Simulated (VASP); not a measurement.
GaAs: relaxation of cell and atoms with PBEsol

GaAs:

```xyz
2
Lattice="0.0000 2.8268 2.8268 2.8268 0.0000 2.8268 2.8268 2.8268 0.0000" Properties=species:S:1:pos:R:3 pbc="T T T"
Ga    0.0000    0.0000    0.0000
As    1.4134    1.4134    1.4134
```

The cell was built by a generator and needn't be a form met in nature.

```yaml
Program: VASP 6.6.1
Task: relaxation of cell and atoms
Functional: PBEsol
Potentials_or_basis: VASP PAW PBE potentials, release 64 (Ga_d, As)
Cutoff: 600 eV
k_mesh: 10 × 10 × 10
Occupations: gaussian, width 0.03 eV
Spin: no spin polarisation
Further_INCAR_settings: ALGO = Normal; EDIFF = 1e-06; IBRION = 2; EDIFFG = -0.01; NSW = 90; ISIF = 3
```

```json
{
 "Relaxed volume": "22.70 Å³/atom",
 "Relaxed cell": "a = 4.004 Å, b = 4.004 Å, c = 4.004 Å, α = 60.00°, β = 60.00°, γ = 60.00°",
 "Space group after relaxing (to 0.05 Å)": "F-43m (No. 216)",
 "Energy gained by relaxing": "0.1 meV/atom",
 "Ionic steps": "3",
 "Pressure after relaxing": "0.0 GPa",
 "Band gap on the k mesh": "0.42 eV, direct"
}
```

The path:
```csv
step,energy change (eV),largest force (eV/Å),pressure (GPa),volume (Å³)
1,0.0000,0.0000,0.33,45.18
2,-0.0002,0.0000,-0.18,45.48
3,-0.0002,0.0000,0.01,45.40
```

Final structure:
```
CELL_PARAMETERS angstrom
0.00000 2.83140 2.83140
2.83140 0.00000 2.83140
2.83140 2.83140 0.00000
ATOMIC_POSITIONS crystal
Ga 0.00000 0.00000 0.00000
As 0.25000 0.25000 0.25000
```

Levels at points of the mesh, in eV from the valence-band top:
| k point | band 7 | band 8 | band 9 | band 10 | band 11 | band 12 |
| --- | --- | --- | --- | --- | --- | --- |
| (0.00, 0.00, 0.00) | 0.00 | 0.00 | 0.00 | 0.42 | 3.69 | 3.69 |
| (0.50, 0.00, 0.00) | -6.65 | -1.14 | -1.14 | 0.92 | 4.58 | 4.58 |
| (0.50, 0.50, 0.00) | -6.83 | -2.68 | -2.68 | 1.36 | 1.57 | 10.09 |

Wall time 85 s on 1 thread of AMD EPYC 7R43 64-Core Processor (Zen 3) (shared host), peak memory 0.18 GiB.

Caveat: the PAW data sets were made with another functional, which shifts forces and pressure a little. A k mesh can miss the band edges.
